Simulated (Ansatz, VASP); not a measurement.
**One calculation of SnSe2, two programs**

INCAR

```
SYSTEM = SnSe2
PREC = Accurate ; ENCUT = 600
EDIFF = 1E-6 ; ISMEAR = 0
SIGMA = 0.1 ; LREAL = .False.
LASPH = .True. ; NELM = 100
ALGO = Normal ; ISIF = 3
LWAVE = .False. ; LCHARG = .False.
GGA = PE ; IVDW = 12
IBRION = 2 ; NSW = 100
EDIFFG = -0.05
```

The input KPOINTS:

```
Automatic mesh
0
Gamma
  6 6 4
  0 0 0
```

File POSCAR:

```
SnSe2
1.0
    3.8109987816      0.0000000000      0.0000000000
   -1.9054993908      3.3004217586      0.0000000000
    0.0000000000      0.0000000000      6.1370000000
Sn Se
1 2
Direct
    0.0000000000      0.0000000000      0.0000000000
    0.3333333333      0.6666666667      0.2500000000
    0.6666666667      0.3333333333      0.7500000000
```

Input for Ansatz:

```yaml
crystal:
  lattice:
    - [3.8109987816, 0.0, 0.0]
    - [-1.9054993908, 3.3004217586, 0.0]
    - [0.0, 0.0, 6.137]
  atoms:
    - { symbol: Sn, position: [0.0, 0.0, 0.0] }
    - { symbol: Se, position: [0.3333333333, 0.6666666667, 0.25] }
    - { symbol: Se, position: [0.6666666667, 0.3333333333, 0.75] }
basis:
  ecutwfc: 420
kpoints:
  mp_grid: { grid: [6, 6, 4] }
hamiltonian:
  xc: pbe
  dispersion: d3bj
scf:
  occupations: { method: gaussian, width: 0.1 }
output:
  forces: true
  stress: true
  eigenvalues: true
relax:
  adjacent_minimum: "off"
  f_tol: 0.05
  max_steps: 80
  cell: { stress_tol: 0.5 }
```

Alike in both runs: task relaxation of cell and atoms; functional PBE; dispersion D3(BJ); k mesh 6 × 6 × 4; occupations gaussian, width 0.1 eV; no spin polarisation.

|  | VASP | Ansatz |
| --- | --- | --- |
| version | VASP 6.6.1 | Ansatz 0.2.0 |
| potentials or method | VASP PAW PBE potentials, release 64 (Sn_d, Se) | scalar-relativistic, plane waves, PAW |
| plane-wave cutoff (eV) | 600 | 420 |
| valence electrons in the cell | 26 | 46 |

```tsv
	VASP	Ansatz	Ansatz less VASP
gap on the k mesh at the Fermi level, each at its own relaxed structure (eV)	0.62	0.65	+0.022
relaxed volume (Å³/atom)	25.59	25.64	+0.048
relaxed cell length with the largest relative difference (Å)	6.005	6.023	+0.0176
energy change over the relaxation (meV/atom)	-19	-18	+0.8
```

The two sets of potentials don't hold the same shells in valence.

Caveats: spin-orbit coupling is left out, which moves the levels of the heavy elements. A k mesh can miss the band edges.
